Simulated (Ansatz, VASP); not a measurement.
# Cross-check of ZnGa47O72 (Zn_Ga acceptor, hole on a neighbouring O) between VASP and Ansatz, part 2 of 2

Aim: how closely do two programs agree when they are given the same cell, functional and k mesh? Of the first pair: The structure shown is the start of the Ansatz relaxation below; VASP solves that cell, so the two are compared at the walk's first step.

VASP 6.6.1 and Ansatz 0.2.0.

So far. Step 3 (VASP: single point, PBE, start cell, pair 1): The run ends at a pressure of 2.19 GPa, with forces up to 0.61 eV/Å.

### Step 6. VASP: single point, PBE, relaxed cell, pair 2

Level of this step: PBE, spin-polarised from a ferromagnetic start; plane waves and PAW (Ga_d, O, Zn) (VASP).

The same cell, functional, mesh and smearing now go to VASP, with its own data sets.

Input file INCAR:

```
SYSTEM = ZnGa47O72
PREC = Accurate
ENCUT = 520
EDIFF = 1E-06
NELM = 200
ISMEAR = -1
SIGMA = 0.01
LREAL = Auto
ALGO = Normal
GGA = PE
NBANDS = 624
ISPIN = 2
MAGMOM = -0 -0 0 -0 0 0 0 -0 -0 -0 0 -0 0 0 0 0 -0 -0 -0 -0 0 0 0 0 -0 -0 -0 -0 0 0 0 0 -0 -0 -0 0 0 0 0 0 -0 -0 -0 0 0 0 0 0 0.02 0.02 0 0.02 0 0 -0 0.01 0 0.02 0 0 0.01 0.02 0 -0 0 0 0 0.01 0 0 0 0 0.02 0.02 0 0.08 0 0 0 0.01 0 0.12 0 0 0.01 0.02 0 0.01 0 0 0 0.01 0 0.01 0 0 0.05 0.02 0 0.08 0 0 0 0 0 0.12 0 0 0.01 0.02 0 0.01 0 0 0 0 0 0.01 0 0.09
LORBIT = 11
LWAVE = .FALSE.
LCHARG = .FALSE.
ISIF = 2
NUPDOWN = 1
LASPH = .TRUE.
GGA_COMPAT = .FALSE.
NCORE = 4
```

Input file POSCAR:

```
ZnGa47O72
1.0
   12.4559539900      0.0000000000      0.0134573200
    0.0000000000      9.2496623100      0.0000000000
   -2.7954349500      0.0000000000     11.4171539400
Ga O Zn
47 72 1
Direct
    0.3415900000      0.0001150000      0.3421050000
    0.8417000000      0.1667800000      0.3431600000
[... 1 atom line left out ...]
    0.6592600000      0.0001900000      0.1574650000
[... 3 atom lines left out ...]
    0.5902600000      0.1667800000      0.3976400000
[... 3 atom lines left out ...]
    0.6593800000      0.0003500000      0.6575600000
[... 4 atom lines left out ...]
    0.3415900000      0.3334450000      0.3421050000
    0.8420700000      0.4999850000      0.3429800000
    0.1577500000      0.5013550000      0.1577700000
    0.6592600000      0.3333700000      0.1574650000
    0.4101000000      0.4995600000      0.1026800000
[... 2 atom lines left out ...]
    0.5921000000      0.5002750000      0.3981950000
[... 3 atom lines left out ...]
    0.6593800000      0.3332100000      0.6575600000
    0.4103900000      0.4994900000      0.6027600000
[... 3 atom lines left out ...]
    0.8420700000      0.8335750000      0.3429800000
    0.1577500000      0.8322050000      0.1577700000
    0.6589900000      0.6667800000      0.1577900000
    0.4101000000      0.8340000000      0.1026800000
[... 2 atom lines left out ...]
    0.5921000000      0.8332850000      0.3981950000
[... 3 atom lines left out ...]
    0.6592000000      0.6667800000      0.6570500000
    0.4103900000      0.8340700000      0.6027600000
[... 4 atom lines left out ...]
    0.5049400000      0.9995700000      0.3719900000
    0.4967000000      0.0003300000      0.1283900000
[... 11 atom lines left out ...]
    0.4970200000      0.0003600000      0.6299000000
[... 10 atom lines left out ...]
    0.5049400000      0.3339900000      0.3719900000
    0.4967000000      0.3332300000      0.1283900000
[... 1 atom line left out ...]
    0.3250300000      0.4932950000      0.2156450000
[... 2 atom lines left out ...]
    0.6749800000      0.4993350000      0.2820800000
[... 1 atom line left out ...]
    0.6627700000      0.5003900000      0.0545800000
    0.3332800000      0.4937150000      0.4477000000
[... 3 atom lines left out ...]
    0.4970200000      0.3332000000      0.6299000000
[... 4 atom lines left out ...]
    0.6740800000      0.5003600000      0.7826200000
[... 1 atom line left out ...]
    0.6646400000      0.4993300000      0.5557000000
[... 3 atom lines left out ...]
    0.5091900000      0.6667800000      0.3728300000
    0.4957200000      0.6667800000      0.1294300000
[... 1 atom line left out ...]
    0.3250300000      0.8402650000      0.2156450000
    0.8264200000      0.6667800000      0.2176000000
    0.1670900000      0.6667800000      0.2767600000
    0.6749800000      0.8342250000      0.2820800000
    0.1644500000      0.6667800000      0.0533900000
    0.6627700000      0.8331700000      0.0545800000
    0.3332800000      0.8398450000      0.4477000000
    0.8366600000      0.6667800000      0.4455000000
[... 2 atom lines left out ...]
    0.4959700000      0.6667800000      0.6270200000
[... 2 atom lines left out ...]
    0.8265100000      0.6667800000      0.7176800000
[... 3 atom lines left out ...]
    0.6646400000      0.8342300000      0.5557000000
[... 2 atom lines left out ...]
    0.3413700000      0.6667800000      0.3420700000
```

Input file KPOINTS:

```
Automatic mesh
0
Gamma
1 1 1
0 0 0
```

The projector-augmented-wave data sets are Ga_d, O and Zn (PBE family, release 64).

Run with:

```
mpirun -np 16 vasp_gam
```

Numbers of over 12 decimals in the logs are rounded to 6 here.

The program printed:

```text
[... set-up lines as in an earlier step ...]
 entering main loop
       N       E                     dE             d eps       ncg     rms          rms(c)
DAV:   1     0.302284354921E+05    0.30228E+05   -0.39816E+05  2784   0.339E+03
DAV:   2     0.746044436007E+04   -0.22768E+05   -0.21692E+05  2496   0.947E+02
DAV:   3     0.418829869995E+03   -0.70416E+04   -0.65160E+04  3320   0.371E+02
DAV:   4    -0.742510969639E+03   -0.11613E+04   -0.11343E+04  3248   0.156E+02
[...]
DAV:  21    -0.709758384425E+03   -0.33151E-05   -0.24941E-05  2880   0.284E-02    0.121E-02
DAV:  22    -0.709758384808E+03   -0.38219E-06   -0.12238E-05  2760   0.163E-02    0.466E-03
DAV:  23    -0.709758385251E+03   -0.44343E-06   -0.69429E-06  2392   0.107E-02
   1 F= -.70975839E+03 E0= -.70975251E+03  d E =-.117580E-01  mag=     1.0000
```

Parts of OUTCAR (step 6):

```text
 magnetization (x)
# of ion       s       p       d       tot
------------------------------------------
    1       -0.002  -0.002   0.002  -0.002
    2       -0.000  -0.000  -0.000  -0.000
    3       -0.000  -0.000   0.001  -0.000
    4       -0.000  -0.000   0.000  -0.000
    5       -0.000  -0.001   0.001  -0.000
    6       -0.000  -0.000   0.000  -0.000
[...]
118        0.000   0.006   0.000   0.006
  119        0.000   0.002   0.000   0.002
  120       -0.006  -0.004   0.095   0.085
--------------------------------------------------
tot         -0.011   0.761   0.118   0.868
```

The run ends at a pressure of 1.00 GPa, with forces up to 0.030 eV/Å.

### Step 7. Differences

What differs besides the data sets and the points named for the pairs above, as far as they apply: site moments are counted in spheres of each program's own size. Total energies have different zeros and are not compared.

The two programs side by side:

```tsv
quantity	Ansatz	VASP	difference
total moment, fixed by the input (μB)	1.00	1.00	0.00
moment on O106 (μB)	0.12	0.12	0.00
moment on O82 (μB)	0.12	0.12	0.00
moment on Zn120 (μB)	0.09	0.09	+0.01
moment on O76 (μB)	0.08	0.08	0.00
moment on O100 (μB)	0.08	0.08	0.00
```

### Step 8. What came out

```json
{
 "r.m.s. force difference (single point, PBE, start cell, pair 1)": "11 meV/Å",
 "difference in moment on Zn120 (single point, PBE, relaxed cell, pair 2)": "0.0070 μB"
}
```

What this shows: The r.m.s. force difference is 11 meV/Å (single point, PBE, start cell, pair 1), within the 12 meV/Å picked in this series as the mark of a large difference. Such differences can come from data sets, numerical settings and the points named under the comparisons, not from the functional's error against experiment.

[Lines on the potential files, build, host, timing and source positions are cut from VASP's logs without a mark.]

[Logs are printed without paths, hosts, clocks, repeated set-up lines and the standing remarks that a program may print on its own settings, such as how far it seeks lower states.]

[Hosts, paths, dates, database ids (printed as entryN), source tags and the programs' standing remarks are cut or masked in the printed files.]
